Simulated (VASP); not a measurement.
# Cu (Fm-3m) in VASP: notebook

One crystal, Cu, is run at these levels: PBEsol, RPBE; tasks: relaxation of cell and atoms.

Program: VASP 6.6.1. These are calculated values, not measurements. Logs are shortened: lines on timing, memory, paths and dates and some standing lists are left out, and cuts for length are marked.

**1. Starting point**

Symmetry: Fm-3m, No. 225, cubic system. The conventional cell has a = 3.615 Å, b = 3.615 Å, c = 3.615 Å, α = 90.00°, β = 90.00°, γ = 90.00°. Cu (site symmetry m-3m) has 12 Cu at 2.56 Å as nearest neighbours.

**2. Relaxation of cell and atoms, PBEsol**

INCAR reads:

```
PREC     = Accurate       # precision mode
ENCUT    = 600            # plane-wave cutoff, eV
EDIFF    = 1E-6           # SCF threshold, eV
ISMEAR   = 1              # smearing method
SIGMA    = 0.1            # smearing width, eV
LREAL    = False          # projectors in reciprocal space
LASPH    = True           # aspherical terms in the spheres
NELM     = 80             # most SCF steps
ALGO     = Normal         # electronic algorithm
ISIF     = 3              # what is computed and relaxed
LWAVE    = False          # write WAVECAR
LCHARG   = False          # write CHGCAR
GGA      = PS             # functional
IBRION   = 2              # ionic algorithm
NSW      = 90             # ionic steps
EDIFFG   = -0.01          # ionic threshold
```

KPOINTS reads:

```
regular mesh
0
Gamma
  18 18 18
```

POSCAR reads:

```
Cu
1.0
    0.0000000000      1.8075000000      1.8075000000
    1.8075000000      0.0000000000      1.8075000000
    1.8075000000      1.8075000000      0.0000000000
Cu
1
Direct
    0.0000000000      0.0000000000      0.0000000000
```

Potentials or basis: VASP PAW PBE potentials, release 64 (Cu).

Run with:

```
$ cat potpaw_PBE.64/Cu/POTCAR > POTCAR
$ mpirun -np 1 vasp_std > vasp.out
```

OUTCAR:

```text
PREC = Accurate
   ENCUT = 600
   EDIFF = 1E-6
   ISMEAR = 1
   LREAL = False
   LASPH = True
   NELM = 80
   ISIF = 3
   GGA = PS
   IBRION = 2
   NSW = 90
   EDIFFG = -0.01

 ion  position               nearest neighbor table
   1  0.000  0.000  0.000-

  LATTYP: Found a face centered cubic cell.
 ALAT       =     3.6150000000

  Lattice vectors:

 A1 = (   0.0000000000,   1.8075000000,   1.8075000000)
 A2 = (   1.8075000000,   0.0000000000,   1.8075000000)
 A3 = (   1.8075000000,   1.8075000000,   0.0000000000)

Analysis of symmetry for initial positions (statically):
=====================================================================
 Subroutine PRICEL returns:
 Original cell was already a primitive cell.

 Routine SETGRP: Setting up the symmetry group for a
 face centered cubic supercell.

 Subroutine GETGRP returns: Found 48 space group operations
 (whereof 48 operations were pure point group operations)
 out of a pool of 48 trial point group operations.

The static configuration has the point symmetry O_h .

Analysis of symmetry for dynamics (positions and initial velocities):
=====================================================================
 Subroutine PRICEL returns:
 Original cell was already a primitive cell.

 Routine SETGRP: Setting up the symmetry group for a
 face centered cubic supercell.

 Subroutine GETGRP returns: Found 48 space group operations
 (whereof 48 operations were pure point group operations)
 out of a pool of 48 trial point group operations.

The dynamic configuration has the point symmetry O_h .

 Subroutine INISYM returns: Found 48 space group operations
 (whereof 48 operations are pure point group operations),
 and found     1 'primitive' translations

----------------------------------------------------------------------------------------

                                     Primitive cell

  volume of cell :      11.8104

  direct lattice vectors                    reciprocal lattice vectors
     0.000000000  1.807500000  1.807500000    -0.276625173  0.276625173  0.276625173
     1.807500000  0.000000000  1.807500000     0.276625173 -0.276625173  0.276625173
     1.807500000  1.807500000  0.000000000     0.276625173  0.276625173 -0.276625173

  length of vectors
     2.556191014  2.556191014  2.556191014     0.479128854  0.479128854  0.479128854

  position of ions in fractional coordinates (direct lattice)
     0.000000000  0.000000000  0.000000000

  ion indices of the primitive-cell ions
   primitive index   ion index
                 1           1

----------------------------------------------------------------------------------------

 KPOINTS: regular mesh

Automatic generation of k-mesh.
 Grid dimensions read from file:
 generate k-points for:   18   18   18

 Generating k-lattice:

  Cartesian coordinates                     Fractional coordinates (reciprocal lattice)
    -0.015368065  0.015368065  0.015368065     0.055555556  0.000000000  0.000000000
     0.015368065 -0.015368065  0.015368065     0.000000000  0.055555556  0.000000000
     0.015368065  0.015368065 -0.015368065     0.000000000  0.000000000  0.055555556

  Length of vectors
     0.026618270  0.026618270  0.026618270

  Shift w.r.t. Gamma in fractional coordinates (k-lattice)
     0.000000000  0.000000000  0.000000000

 Subroutine IBZKPT returns following result:
 ===========================================

 Found    195 irreducible k-points:

 Following reciprocal coordinates:
            Coordinates               Weight
  0.000000  0.000000  0.000000      1.000000
  0.055556  0.000000  0.000000      8.000000
  0.111111  0.000000  0.000000      8.000000
  0.166667  0.000000  0.000000      8.000000
  0.222222  0.000000  0.000000      8.000000
  0.277778  0.000000  0.000000      8.000000
[... 16 lines left out ...]
 -0.277778  0.055556  0.000000     24.000000
 -0.222222  0.055556  0.000000     24.000000
 [... further k-points ...]
   k-points           NKPTS =    195   k-points in BZ     NKDIM =    195   number of bands    NBANDS=      9
   number of dos      NEDOS =    301   number of ions     NIONS =      1
   total plane-waves  NPLWV =   8000
   dimension x,y,z NGX =    20 NGY =   20 NGZ =   20
   dimension x,y,z NGXF=    40 NGYF=   40 NGZF=   40
   ions per type =               1
   NGX,Y,Z   is equivalent  to a cutoff of  13.01, 13.01, 13.01 a.u.
   NGXF,Y,Z  is equivalent  to a cutoff of  26.01, 26.01, 26.01 a.u.
 SYSTEM =  unknown system
   PREC   = accura    normal or accurate (medium, high low for compatibility)
   ISTART =      0    job   : 0-new  1-cont  2-samecut
   ICHARG =      2    charge: 1-file 2-atom 10-const
   ISPIN  =      1    spin polarized calculation?
   LNONCOLLINEAR =      F non collinear calculations
   LSORBIT =      F    spin-orbit coupling
   LASPH  =      T    aspherical Exc in radial PAW
   ENCUT  =  600.0 eV  44.10 Ry    6.64 a.u.   5.11  5.11  5.11*2*pi/ulx,y,z
   NELM   =     80;   NELMIN=  2; NELMDL= -5     # of ELM steps
   EDIFF  = 0.1E-05   stopping-criterion for ELM
   LREAL  =      F    real-space projection
   EDIFFG = -.1E-01   stopping-criterion for IOM
   NSW    =     90    number of steps for IOM
   IBRION =      2    ionic relax: 0-MD 1-quasi-New 2-CG
   NFREE  =      1    steps in history (QN), initial steepest desc. (CG)
   ISIF   =      3    stress and relaxation
   ISYM   =      2    0-nonsym 1-usesym 2-fastsym
   POTIM  = 0.5000    time-step for ionic-motion
   TEBEG  =    0.0;   TEEND  =   0.0 temperature during run
   PSTRESS=    0.0 pullay stress
   NELECT =      11.0000    total number of electrons
   NUPDOWN=      -1.0000    fix difference up-down
   EMIN   =  10.00;   EMAX   =-10.00  energy-range for DOS
   EFERMI =   0.00;   METHOD = LEGACY
   ISMEAR =     1;   SIGMA  =   0.10  broadening in eV -4-tet -1-fermi 0-gaus
   EFERMI_NEDOS =   21; number of points for ismear=-14 and -15
   IALGO  =     38    algorithm
   IMIX   =      4    mixing-type and parameters
     AMIX     =   0.40;   BMIX     =  1.00
     AMIX_MAG =   1.60;   BMIX_MAG =  1.00
  volume/ion in A,a.u.               =      11.81        79.70
  Fermi-wavevector in a.u.,A,eV,Ry     =   1.598763  3.021224 34.777078  2.556043
  Thomas-Fermi vector in A             =   2.696162
   LORBIT       =      0    0 simple, 1 ext, 2 COOP (PROOUT), +10 PAW based schemes
   GGA     = PS    functional components
   LHFCALC =     F    Hartree Fock is set to
   AEXX    =    0.0000 exact exchange contribution
   IVDW    =     0    specifies the selected vdW correction
   LEPSILON=     F    determine dielectric tensor
   LRPA    =     F    only Hartree local field effects (RPA)
 conjugate gradient relaxation of ions
 non-spin polarized calculation
 Methfessel and Paxton  Order N= 1 SIGMA  =   0.10
  energy-cutoff  :      600.00
  volume of cell :       11.81
 maximum number of plane-waves:       411
   NGX = 11   NGY = 11   NGZ = 11

--------------------------------------- Ionic step        1  -------------------------------------------

 number of electron      11.0000001 magnetization

 Free energy of the ion-electron system (eV)
  ---------------------------------------------------
  ext. energy  EPLUGINS =         0.00000000
  ---------------------------------------------------
  free energy    TOTEN  =        -4.30072267 eV

  energy without entropy =       -4.30072400  energy(sigma->0) =       -4.30072311

------------------------ aborting loop because EDIFF is reached ----------------------------------------

  FORCE on cell =-STRESS in cart. coord.  units (eV):
  Direction    XX          YY          ZZ          XY          YZ          ZX
  --------------------------------------------------------------------------------------
  -------------------------------------------------------------------------------------
  Total       -0.4135184     -0.4135184     -0.4135184      0.0000000      0.0000000      0.0000000
  in kB      -56.0971142    -56.0971142    -56.0971142      0.0000000      0.0000000      0.0000000
  external PRESSURE =     -56.0971142 kB  Pullay stress =       0.0000000 kB

 VOLUME and BASIS-vectors are now :
 -----------------------------------------------------------------------------
  energy-cutoff  :      600.00
  volume of cell :       11.81
      direct lattice vectors                 reciprocal lattice vectors
     0.000000000  1.807500000  1.807500000    -0.276625173  0.276625173  0.276625173
     1.807500000  0.000000000  1.807500000     0.276625173 -0.276625173  0.276625173
     1.807500000  1.807500000  0.000000000     0.276625173  0.276625173 -0.276625173
[... 36 lines left out ...]
 POSITION                                       TOTAL-FORCE (eV/Angst)
 -----------------------------------------------------------------------------------
      0.00000      0.00000      0.00000         0.000000     -0.000000      0.000000
 -----------------------------------------------------------------------------------
    total drift:                                0.000000      0.000000      0.000000

  FREE ENERGIE OF THE ION-ELECTRON SYSTEM (eV)
  ---------------------------------------------------
  free  energy   TOTEN  =        -4.3056720008 eV

  energy  without entropy=       -4.3056362510  energy(sigma->0) =       -4.30566008

--------------------------------------- Ionic step        3  -------------------------------------------

 number of electron      11.0000013 magnetization

 Free energy of the ion-electron system (eV)
  ---------------------------------------------------
  ext. energy  EPLUGINS =         0.00000000
  ---------------------------------------------------
  free energy    TOTEN  =        -4.30869341 eV

  energy without entropy =       -4.30864166  energy(sigma->0) =       -4.30867616

 E-fermi :   7.8342     XC(G=0): -13.1294

 val. band max:        7.8310710143   @ k =   0.5000   0.1111   0.0000
 cond. band min:       7.8705200183   @ k =  -0.4444   0.1111   0.0556
 fundamental gap:      0.0394490040
 Fermi energy:         7.8341759149

 k-point     1 :       0.0000    0.0000    0.0000
  band No.  band energies     occupation
      1      -1.8047      2.00000
      2       4.7374      2.00000
      3       4.7374      2.00000
      4       4.7374      2.00000
      5       5.6200      2.00000
      6       5.6200      2.00000
      7      30.7613      0.00000
      8      33.6717      0.00000
      9      33.6717      0.00000

 k-point     2 :       0.0556    0.0000    0.0000
  band No.  band energies     occupation
      1      -1.6890      2.00000
      2       4.7116      2.00000
      3       4.7602      2.00000
      4       4.7602      2.00000
      5       5.6108      2.00000
      6       5.6108      2.00000
      7      30.1603      0.00000
      8      32.2326      0.00000
      9      33.3013      0.00000
[... 253 lines left out ...]
 k-point    24 :      -0.2222    0.0556    0.0000
  band No.  band energies     occupation
      1       0.3213      2.00000
      2       4.4217      2.00000
      3       4.9046      2.00000
      4       4.9459      2.00000
      5       5.5661      2.00000
      6       5.8255      2.00000
      7      21.1525      0.00000
      8      28.2554      0.00000
      9      31.9432      0.00000

 [... further k-points ...]

------------------------ aborting loop because EDIFF is reached ----------------------------------------

  FORCE on cell =-STRESS in cart. coord.  units (eV):
  Direction    XX          YY          ZZ          XY          YZ          ZX
  --------------------------------------------------------------------------------------
  -------------------------------------------------------------------------------------
  Total        0.0019915      0.0019915      0.0019915      0.0000000      0.0000000     -0.0000000
  in kB        0.2805739      0.2805739      0.2805739      0.0000000      0.0000000     -0.0000000
  external PRESSURE =       0.2805739 kB  Pullay stress =       0.0000000 kB

 VOLUME and BASIS-vectors are now :
 -----------------------------------------------------------------------------
  energy-cutoff  :      600.00
  volume of cell :       11.37
      direct lattice vectors                 reciprocal lattice vectors
     0.000000000  1.784860628  1.784860628    -0.280133918  0.280133918  0.280133918
     1.784860628  0.000000000  1.784860628     0.280133918 -0.280133918  0.280133918
     1.784860628  1.784860628  0.000000000     0.280133918  0.280133918 -0.280133918

 POSITION                                       TOTAL-FORCE (eV/Angst)
 -----------------------------------------------------------------------------------
      0.00000      0.00000      0.00000         0.000000      0.000000     -0.000000
 -----------------------------------------------------------------------------------
    total drift:                                0.000000      0.000000      0.000000

  FREE ENERGIE OF THE ION-ELECTRON SYSTEM (eV)
  ---------------------------------------------------
  free  energy   TOTEN  =        -4.3086934129 eV

  energy  without entropy=       -4.3086416640  energy(sigma->0) =       -4.30867616

 reached required accuracy - stopping structural energy minimisation
```

It took 28 s on 1 thread of Intel Xeon Platinum 8488C (Sapphire Rapids), shared host; peak memory 0.15 GiB.

What came out:

```yaml
Free_energy: -4.3087 eV
Relaxed_volume: 11.37 Å³/atom
Relaxed_cell: a = 2.524 Å, b = 2.524 Å, c = 2.524 Å, α = 60.00°, β = 60.00°, γ = 60.00°
Space_group_after_relaxing_to_0.05_Å: Fm-3m (No. 225)
Energy_gained_by_relaxing: 8.0 meV/atom
Ionic_steps: 3
Pressure_after_relaxing: 0.0 GPa
Band_gap_on_the_k_mesh: none (metal or under the smearing width)
```

The path:
```tsv
step	energy change (eV)	largest force (eV/Å)	pressure (GPa)	volume (Å³)
1	0.0000	0.0000	-5.61	11.81
2	-0.0049	0.0000	3.95	11.12
3	-0.0080	0.0000	0.03	11.37
```

Final structure:
```
CELL_PARAMETERS angstrom
0.00000 1.78486 1.78486
1.78486 0.00000 1.78486
1.78486 1.78486 0.00000
ATOMIC_POSITIONS crystal
Cu 0.00000 0.00000 0.00000
```

Caveat: the PAW data sets were made with another functional, which shifts forces and pressure a little.

[end of part 1 of 2]
